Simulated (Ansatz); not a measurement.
Crystal: Na.

```xyz
1
Lattice="-2.1410 2.1410 2.1410 2.1410 -2.1410 2.1410 2.1410 2.1410 -2.1410" Properties=species:S:1:pos:R:3 pbc="T T T"
Na    0.0000    0.0000    0.0000
```

Base run:

```yaml
Program: Ansatz 0.2.0
Functional: LDA
Potentials_or_basis: all-electron LAPW, scalar-relativistic
Cutoff: 75 eV
Density_cutoff: 301 eV
Basis_error_allowed: 0.001 eV/atom
k_mesh: 9 × 9 × 9
Occupations: gaussian, width 0.05 eV
Spin: no spin polarisation
```

Its results: band gap on the k mesh none (metal or under the smearing width); pressure -1.1 GPa.

Task: The run is repeated on the same cell with these changes: functional from LDA to PBEsol. What comes out?

Result: Band gap on the k mesh none (metal or under the smearing width); pressure -0.5 GPa.

PBEsol binds less tightly than LDA, so the same cell stands under more pressure.

Not every run made on this cell is shown here.
